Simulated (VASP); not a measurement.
# Sn2Ge (I4_1/amd) in VASP: relaxation of cell and atoms with PBE

Aim: the relaxation of cell and atoms of Sn2Ge with PBE.

Program: VASP 6.6.1. These are calculated values, not measurements. Logs are shortened: lines on timing, memory, paths and dates and some standing lists are left out, and cuts for length are marked.

**1. The structure**

It takes space group I4_1/amd (No. 141, tetragonal). The conventional cell has a = 4.510 Å, b = 4.510 Å, c = 19.078 Å, α = 90.00°, β = 90.00°, γ = 90.00°. Sn (site symmetry 2mm) is surrounded by 2 Ge at 2.72 Å and 2 Sn at 2.84 Å. Ge (site symmetry -4m2) has 4 Sn at 2.72 Å as nearest neighbours.

The cell was built by a generator and needn't be a form met in nature.

**2. Relaxation of cell and atoms, PBE**

INCAR reads:

```
SYSTEM = Sn2Ge
  PREC = Accurate
  ENCUT = 520
  EDIFF = 1E-6
  ISMEAR = 0
  SIGMA = 0.1
  LREAL = .False.
  LASPH = .True.
  NELM = 120
  ALGO = Normal
  ISIF = 3
  LWAVE = .False.
  LCHARG = .False.
  GGA = PE
  IBRION = 2
  NSW = 90
  EDIFFG = -0.01
  KPAR = 4
```

KPOINTS reads:

```
regular mesh
0
Gamma
  8 8 8
  0 0 0
```

POSCAR reads:

```
Sn2Ge
1.0
   -2.2550000000      2.2550000000      9.5390000000
    2.2550000000     -2.2550000000      9.5390000000
    2.2550000000      2.2550000000     -9.5390000000
Sn Ge
4 2
Direct
    0.0798432700      0.5798432700      0.5000000000
    0.4201567300      0.9201567300      0.5000000000
    0.3298432700      0.3298432700      0.0000000000
    0.6701567300      0.6701567300      0.0000000000
    0.0000000000      0.0000000000      0.0000000000
    0.7500000000      0.2500000000      0.5000000000
```

Potentials or basis: VASP PAW PBE potentials, release 64 (Sn_d, Ge_d).

Run with:

```bash
cat potpaw_PBE.64/Sn_d/POTCAR potpaw_PBE.64/Ge_d/POTCAR > POTCAR
mpirun -np 4 vasp_std > vasp.out
```

OUTCAR:

```text
SYSTEM = Sn2Ge
   PREC = Accurate
   ENCUT = 520
   EDIFF = 1E-6
   ISMEAR = 0
   LREAL = .False.
   LASPH = .True.
   NELM = 120
   ISIF = 3
   GGA = PE
   IBRION = 2
   NSW = 90
   EDIFFG = -0.01

 ion  position               nearest neighbor table
   1  0.080  0.580  0.500-   5 2.72   5 2.72   4 2.84   4 2.84
   2  0.420  0.920  0.500-   5 2.72   5 2.72   3 2.84   3 2.84
   3  0.330  0.330  0.000-   6 2.72   6 2.72   2 2.84   2 2.84
   4  0.670  0.670  0.000-   6 2.72   6 2.72   1 2.84   1 2.84
   5  0.000  0.000  0.000-   1 2.72   2 2.72   1 2.72   2 2.72
   6  0.750  0.250  0.500-   3 2.72   4 2.72   3 2.72   4 2.72

  LATTYP: Found a body centered tetragonal cell.
 ALAT       =     4.5100000000
 C/A-ratio  =     4.2301552106

  Lattice vectors:

 A1 = (  -2.2550000000,   2.2550000000,   9.5390000000)
 A2 = (   2.2550000000,  -2.2550000000,   9.5390000000)
 A3 = (   2.2550000000,   2.2550000000,  -9.5390000000)

Analysis of symmetry for initial positions (statically):
=====================================================================
 Subroutine PRICEL returns:
 Original cell was already a primitive cell.

 Routine SETGRP: Setting up the symmetry group for a
 body centered tetragonal supercell.

 Subroutine GETGRP returns: Found 16 space group operations
 (whereof  8 operations were pure point group operations)
 out of a pool of 16 trial point group operations.

The static configuration has the point symmetry D_2d.
 The point group associated with its full space group is D_4h.

Analysis of symmetry for dynamics (positions and initial velocities):
=====================================================================
 Subroutine PRICEL returns:
 Original cell was already a primitive cell.

 Routine SETGRP: Setting up the symmetry group for a
 body centered tetragonal supercell.

 Subroutine GETGRP returns: Found 16 space group operations
 (whereof  8 operations were pure point group operations)
 out of a pool of 16 trial point group operations.

The dynamic configuration has the point symmetry D_2d.
 The point group associated with its full space group is D_4h.

 Subroutine INISYM returns: Found 16 space group operations
 (whereof  8 operations are pure point group operations),
 and found     1 'primitive' translations

----------------------------------------------------------------------------------------

                                     Primitive cell

  volume of cell :     194.0242

  direct lattice vectors                    reciprocal lattice vectors
    -2.255000000  2.255000000  9.539000000     0.000000000  0.221729490  0.052416396
     2.255000000 -2.255000000  9.539000000     0.221729490  0.000000000  0.052416396
     2.255000000  2.255000000 -9.539000000     0.221729490  0.221729490  0.000000000

  length of vectors
    10.057960579 10.057960579 10.057960579     0.227840833  0.227840833  0.313572852

  position of ions in fractional coordinates (direct lattice)
     0.079843270  0.579843270  0.500000000
     0.420156730  0.920156730  0.500000000
     0.329843270  0.329843270  0.000000000
     0.670156730  0.670156730  0.000000000
     0.000000000  0.000000000  0.000000000
     0.750000000  0.250000000  0.500000000

  ion indices of the primitive-cell ions
   primitive index   ion index
                 1           1
                 2           2
                 3           3
                 4           4
                 5           5
                 6           6

----------------------------------------------------------------------------------------

 KPOINTS: regular mesh

Automatic generation of k-mesh.
 Grid dimensions read from file:
 generate k-points for:    8    8    8

 Generating k-lattice:

  Cartesian coordinates                     Fractional coordinates (reciprocal lattice)
     0.000000000  0.027716186  0.006552049     0.125000000  0.000000000  0.000000000
     0.027716186  0.000000000  0.006552049     0.000000000  0.125000000  0.000000000
     0.027716186  0.027716186  0.000000000     0.000000000  0.000000000  0.125000000

  Length of vectors
     0.028480104  0.028480104  0.039196606

  Shift w.r.t. Gamma in fractional coordinates (k-lattice)
     0.000000000  0.000000000  0.000000000

 Subroutine IBZKPT returns following result:
 ===========================================

 Found     59 irreducible k-points:

 Following reciprocal coordinates:
            Coordinates               Weight
  0.000000  0.000000  0.000000      1.000000
  0.125000  0.000000 -0.000000      8.000000
  0.250000  0.000000 -0.000000      8.000000
  0.375000  0.000000  0.000000      8.000000
  0.500000  0.000000 -0.000000      4.000000
  0.125000  0.125000 -0.000000      8.000000
[... 16 lines left out ...]
  0.250000  0.125000  0.125000     16.000000
  0.375000  0.125000  0.125000      8.000000
 [... further k-points ...]
   k-points           NKPTS =     59   k-points in BZ     NKDIM =     59   number of bands    NBANDS=     50
   number of dos      NEDOS =    301   number of ions     NIONS =      6
   total plane-waves  NPLWV = 512000
   dimension x,y,z NGX =    80 NGY =   80 NGZ =   80
   dimension x,y,z NGXF=   160 NGYF=  160 NGZF=  160
   ions per type =               4   2
   NGX,Y,Z   is equivalent  to a cutoff of  13.22, 13.22, 13.22 a.u.
   NGXF,Y,Z  is equivalent  to a cutoff of  26.45, 26.45, 26.45 a.u.
 SYSTEM =  Sn2Ge
   PREC   = accura    normal or accurate (medium, high low for compatibility)
   ISTART =      0    job   : 0-new  1-cont  2-samecut
   ICHARG =      2    charge: 1-file 2-atom 10-const
   ISPIN  =      1    spin polarized calculation?
   LNONCOLLINEAR =      F non collinear calculations
   LSORBIT =      F    spin-orbit coupling
   LASPH  =      T    aspherical Exc in radial PAW
   ENCUT  =  520.0 eV  38.22 Ry    6.18 a.u.  18.70 18.70 18.70*2*pi/ulx,y,z
   NELM   =    120;   NELMIN=  2; NELMDL= -5     # of ELM steps
   EDIFF  = 0.1E-05   stopping-criterion for ELM
   LREAL  =      F    real-space projection
   EDIFFG = -.1E-01   stopping-criterion for IOM
   NSW    =     90    number of steps for IOM
   IBRION =      2    ionic relax: 0-MD 1-quasi-New 2-CG
   NFREE  =      1    steps in history (QN), initial steepest desc. (CG)
   ISIF   =      3    stress and relaxation
   ISYM   =      2    0-nonsym 1-usesym 2-fastsym
   POTIM  = 0.5000    time-step for ionic-motion
   TEBEG  =    0.0;   TEEND  =   0.0 temperature during run
   PSTRESS=    0.0 pullay stress
   NELECT =      84.0000    total number of electrons
   NUPDOWN=      -1.0000    fix difference up-down
   EMIN   =  10.00;   EMAX   =-10.00  energy-range for DOS
   EFERMI =   0.00;   METHOD = LEGACY
   ISMEAR =     0;   SIGMA  =   0.10  broadening in eV -4-tet -1-fermi 0-gaus
   EFERMI_NEDOS =   21; number of points for ismear=-14 and -15
   IALGO  =     38    algorithm
   IMIX   =      4    mixing-type and parameters
     AMIX     =   0.40;   BMIX     =  1.00
     AMIX_MAG =   1.60;   BMIX_MAG =  1.00
  volume/ion in A,a.u.               =      32.34       218.22
  Fermi-wavevector in a.u.,A,eV,Ry     =   1.238462  2.340353 20.868448  1.533788
  Thomas-Fermi vector in A             =   2.372986
   LORBIT       =      0    0 simple, 1 ext, 2 COOP (PROOUT), +10 PAW based schemes
   GGA     = PE    functional components
   LHFCALC =     F    Hartree Fock is set to
   AEXX    =    0.0000 exact exchange contribution
   IVDW    =     0    specifies the selected vdW correction
   LEPSILON=     F    determine dielectric tensor
   LRPA    =     F    only Hartree local field effects (RPA)
 conjugate gradient relaxation of ions
 non-spin polarized calculation
 Gauss-broadening in eV      SIGMA  =   0.10
  energy-cutoff  :      520.00
  volume of cell :      194.02
 maximum number of plane-waves:      5263
 NGX is ok and might be reduce to    80
   NGX = 37   NGY = 37   NGZ = 37

--------------------------------------- Ionic step        1  -------------------------------------------

 number of electron      83.9999985 magnetization

 Free energy of the ion-electron system (eV)
  ---------------------------------------------------
  ext. energy  EPLUGINS =         0.00000000
  ---------------------------------------------------
  free energy    TOTEN  =       -24.17936044 eV

  energy without entropy =      -24.17678451  energy(sigma->0) =      -24.17807248

------------------------ aborting loop because EDIFF is reached ----------------------------------------

  FORCE on cell =-STRESS in cart. coord.  units (eV):
  Direction    XX          YY          ZZ          XY          YZ          ZX
  --------------------------------------------------------------------------------------
  -------------------------------------------------------------------------------------
  Total       -0.2212061     -0.2212061      0.0849199      0.0000000     -0.0000000      0.0000000
  in kB       -1.8266348     -1.8266348      0.7012359      0.0000000     -0.0000000      0.0000000
  external PRESSURE =      -0.9840112 kB  Pullay stress =       0.0000000 kB

 VOLUME and BASIS-vectors are now :
 -----------------------------------------------------------------------------
  energy-cutoff  :      520.00
  volume of cell :      194.02
      direct lattice vectors                 reciprocal lattice vectors
    -2.255000000  2.255000000  9.539000000     0.000000000  0.221729490  0.052416396
     2.255000000 -2.255000000  9.539000000     0.221729490  0.000000000  0.052416396
     2.255000000  2.255000000 -9.539000000     0.221729490  0.221729490  0.000000000
[... 161 lines left out ...]
 POSITION                                       TOTAL-FORCE (eV/Angst)
 -----------------------------------------------------------------------------------
      2.24897      0.00000      1.52087        -0.000000      0.000000      0.008110
      2.24897     -0.00000      8.04480        -0.000000      0.000000     -0.008110
      0.00000      0.00000      6.30371         0.000000     -0.000000      0.008110
      0.00000      0.00000     12.82764         0.000000     -0.000000     -0.008110
      0.00000      0.00000      0.00000        -0.000000     -0.000000      0.000000
      0.00000      2.24897      4.78284        -0.000000     -0.000000     -0.000000
 -----------------------------------------------------------------------------------
    total drift:                                0.000000      0.000000     -0.000000

  FREE ENERGIE OF THE ION-ELECTRON SYSTEM (eV)
  ---------------------------------------------------
  free  energy   TOTEN  =       -24.1811855284 eV

  energy  without entropy=      -24.1784997308  energy(sigma->0) =      -24.17984263

--------------------------------------- Ionic step        6  -------------------------------------------

 number of electron      83.9999988 magnetization

 Free energy of the ion-electron system (eV)
  ---------------------------------------------------
  ext. energy  EPLUGINS =         0.00000000
  ---------------------------------------------------
  free energy    TOTEN  =       -24.18118471 eV

  energy without entropy =      -24.17849924  energy(sigma->0) =      -24.17984198

 E-fermi :   4.8251     XC(G=0):  -8.8847

 val. band max:        4.7523370891   @ k =  -0.1250  -0.2500   0.1250
 cond. band min:       4.9003715774   @ k =  -0.1250   0.3750   0.1250
 fundamental gap:      0.1480344882
 Fermi energy:         4.8250613075

 k-point     1 :       0.0000    0.0000    0.0000
  band No.  band energies     occupation
      1     -19.7497      2.00000
      2     -19.7496      2.00000
      3     -19.7481      2.00000
      4     -19.7481      2.00000
      5     -19.7480      2.00000
      6     -19.7480      2.00000
[... 1261 lines left out ...]
     49       9.3589      0.00000
     50       9.4854      0.00000

 [... further k-points ...]
[... 5 lines left out ...]
  --------------------------------------------------------------------------------------
  -------------------------------------------------------------------------------------
  Total       -0.0336833     -0.0336833      0.0381287      0.0000000      0.0000000      0.0000000
  in kB       -0.2788615     -0.2788615      0.3156645      0.0000000      0.0000000      0.0000000
  external PRESSURE =      -0.0806862 kB  Pullay stress =       0.0000000 kB

 VOLUME and BASIS-vectors are now :
 -----------------------------------------------------------------------------
  energy-cutoff  :      520.00
  volume of cell :      193.53
      direct lattice vectors                 reciprocal lattice vectors
    -2.248966746  2.248966746  9.565577221     0.000000000  0.222324319  0.052270761
     2.248966746 -2.248966746  9.565577221     0.222324319  0.000000000  0.052270761
     2.248966746  2.248966746 -9.565577221     0.222324319  0.222324319  0.000000000

 POSITION                                       TOTAL-FORCE (eV/Angst)
 -----------------------------------------------------------------------------------
      2.24897      0.00000      1.52086         0.000000      0.000000      0.006892
      2.24897      0.00000      8.04472        -0.000000     -0.000000     -0.006892
      0.00000      0.00000      6.30365        -0.000000     -0.000000      0.006892
      0.00000      0.00000     12.82751        -0.000000     -0.000000     -0.006892
      0.00000      0.00000      0.00000         0.000000      0.000000     -0.000000
      0.00000      2.24897      4.78279         0.000000      0.000000      0.000000
 -----------------------------------------------------------------------------------
    total drift:                                0.000000      0.000000     -0.000000

  FREE ENERGIE OF THE ION-ELECTRON SYSTEM (eV)
  ---------------------------------------------------
  free  energy   TOTEN  =       -24.1811847106 eV

  energy  without entropy=      -24.1784992432  energy(sigma->0) =      -24.17984198

 reached required accuracy - stopping structural energy minimisation
```

Run time: 30 min. Hardware: 4 MPI ranks of Intel Xeon Platinum 8488C (Sapphire Rapids), shared host; peak memory 1.3 GiB.

What came out:

```
Free energy                            : -24.1812 eV
Relaxed volume                         : 32.25 Å³/atom
Relaxed cell                           : a = 10.080 Å, b = 10.080 Å, c = 10.080 Å, α = 154.22°, β = 154.22°, γ = 36.78°
Space group after relaxing (to 0.05 Å) : I4_1/amd (No. 141)
Energy gained by relaxing              : 0.3 meV/atom
Ionic steps                            : 6
Pressure after relaxing                : 0.0 GPa
Largest force after relaxing           : 0.007 eV/Å
Band gap on the k mesh                 : none (metal or under the smearing width)
```

Forces on the atoms (eV/Å):
```
Sn   0.000  0.000  0.007
Sn   0.000  0.000 -0.007
Sn   0.000  0.000  0.007
Sn   0.000  0.000 -0.007
Ge   0.000  0.000  0.000
Ge   0.000  0.000  0.000
```

Step by step:
```tsv
step	energy change (eV)	largest force (eV/Å)	pressure (GPa)	volume (Å³)
1	0.0000	0.0803	-0.10	194.02
2	-0.0014	0.0290	0.04	193.47
3	-0.0016	0.0088	0.06	193.25
4	-0.0016	0.0012	0.07	193.16
5	-0.0018	0.0081	-0.03	193.53
6	-0.0018	0.0069	-0.01	193.53
```

Final structure:
```cif
data_structure
_symmetry_space_group_name_H-M 'P 1'
_symmetry_Int_Tables_number 1
_cell_length_a 10.0805
_cell_length_b 10.0805
_cell_length_c 10.0805
_cell_angle_alpha 154.217
_cell_angle_beta 154.217
_cell_angle_gamma 36.784
_cell_volume 193.53
loop_
_atom_site_label
_atom_site_type_symbol
_atom_site_fract_x
_atom_site_fract_y
_atom_site_fract_z
_atom_site_occupancy
Sn1 Sn 0.07950 0.57950 0.50000 1
Sn2 Sn 0.42050 0.92050 0.50000 1
Sn3 Sn 0.32950 0.32950 0.00000 1
Sn4 Sn 0.67050 0.67050 0.00000 1
Ge1 Ge 0.00000 0.00000 0.00000 1
Ge2 Ge 0.75000 0.25000 0.50000 1
```
